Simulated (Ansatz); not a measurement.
CsBr (CsCl type), relaxed with r2SCAN: 3 runs in the PAW code Ansatz, each a calculation of independent-particle optics. It is cubic, Pm-3m (No. 221); a = 4.319 Å in the conventional setting, 40.29 Å³ an atom. Cs is surrounded by 8 Br at 3.74 Å; Br is surrounded by 8 Cs at 3.74 Å. The values are computed, spin-unpolarised, and not measurements.

```xyz
2
Lattice="4.3194 0.0000 0.0000 0.0000 4.3194 0.0000 0.0000 0.0000 4.3194" Properties=species:S:1:pos:R:3 pbc="T T T"
Cs    0.0000    0.0000    0.0000
Br    2.1597    2.1597    2.1597
```

On meshes this coarse, single peaks can be features of the mesh. No local fields, no excitons; the zone sum runs over the cells of the mesh, and ε∞ includes the bands left out of the spectrum. Up to four peaks are listed, those above 15 % of the tallest and inside the complete range; the four can differ from row to row.

```tsv
functional	k mesh	broadening (eV)	scissors (eV)	range (eV)	direct gap on the mesh before scissors (eV)	ε∞ xx	ε∞ yy	ε∞ zz	complete up to (eV)	tallest peaks of mean ε₂ (eV)
r2SCAN	4×4×4	0.1	0.00	0–19	5.20	3.06	3.06	3.06	19.0	6.95 7.35 8.95 12.90
PBE	4×4×4	0.1	1.17 (to HSE06)	0–19	4.44	3.04	3.04	3.04	19.0	7.45 7.85 9.50 13.40
```

Task: Estimate from these rows what the further settings give.
```
functional  k mesh  broadening (eV)  scissors (eV)  range (eV)
       PBE   4×4×4              0.1           0.00        0–19
```

Result:

| functional | k mesh | broadening (eV) | scissors (eV) | range (eV) | direct gap on the mesh before scissors (eV) | ε∞ xx | ε∞ yy | ε∞ zz | complete up to (eV) | tallest peaks of mean ε₂ (eV) |
| --- | --- | --- | --- | --- | --- | --- | --- | --- | --- | --- |
| PBE | 4×4×4 | 0.1 | 0.00 | 0–19 | 4.44 | 3.31 | 3.31 | 3.31 | 19.0 | 6.30 6.65 8.35 12.20 |

The runs are scalar-relativistic, without spin-orbit coupling.
